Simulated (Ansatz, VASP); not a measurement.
This is a calculation of Te for Ansatz 0.2.0.

File input.yaml:

```yaml
crystal:
  lattice:
    - [2.3059043427, 1.331314493, 1.6909537039]
    - [-2.3059043427, 1.331314493, 1.6909537039]
    - [0.0, -2.662628986, 1.6909537039]
  atoms:
    - { symbol: Te, position: [0.5, 0.5, 0.5] }
kpoints:
  mp_grid: { grid: [9, 9, 9] }
scf:
  occupations: { method: fermi_dirac, width: 0.05 }
hamiltonian:
  xc: pbe
  pseudopotentials: { kind: all_electron, lapw: { basis_error: 0.0005 } }
output:
  forces: true
  stress: true
  eigenvalues: true
```

Potentials or basis: all-electron LAPW, scalar-relativistic.

Launch:

```bash
$ ansatz run input.yaml --threads 1 --pin off --max-ram 2560MiB --backend cpu --events-out ev --progress --plain --runs-dir out
```

Translate it to VASP 6.6.1. Potentials there: VASP PAW PBE potentials, release 64 (Te).

As run (the cutoff follows the program's own potentials):

The input INCAR:

```
SYSTEM = Te
PREC = Accurate
ENCUT = 520
EDIFF = 1E-7
ISMEAR = -1
SIGMA = 0.05
LREAL = .FALSE.
LASPH = .TRUE.
NELM = 80
ALGO = Normal
ISIF = 2
LWAVE = .FALSE.
LCHARG = .TRUE.
GGA = PE
LELF = .TRUE.
LVHAR = .TRUE.
NBANDS = 9
```

File KPOINTS:

```
Automatic mesh
0
G
  9 9 9
  0 0 0
```

Contents of POSCAR:

```
Te
1.0
    2.3059043427      1.3313144930      1.6909537039
   -2.3059043427      1.3313144930      1.6909537039
    0.0000000000     -2.6626289860      1.6909537039
Te
1
Direct
    0.5000000000      0.5000000000      0.5000000000
```

Potentials or basis: VASP PAW PBE potentials, release 64 (Te).

Run with:

```console
$ cat potpaw_PBE.64/Te/POTCAR > POTCAR
$ mpirun -np 1 vasp_std > vasp.out
```

Both were run:

|  | VASP | Ansatz | Ansatz less VASP |
| --- | --- | --- | --- |
| gap on the k mesh at the Fermi level (eV) | none | none | - |
| pressure (GPa) | 2.6 | 2.6 | +0.05 |

A gap of «none» marks a metal or a gap that the smearing closes. Ansatz ran all-electron here, so the differences hold the error of VASP's frozen core and of both bases.

Spin-orbit coupling is left out, which matters for the levels of Te.
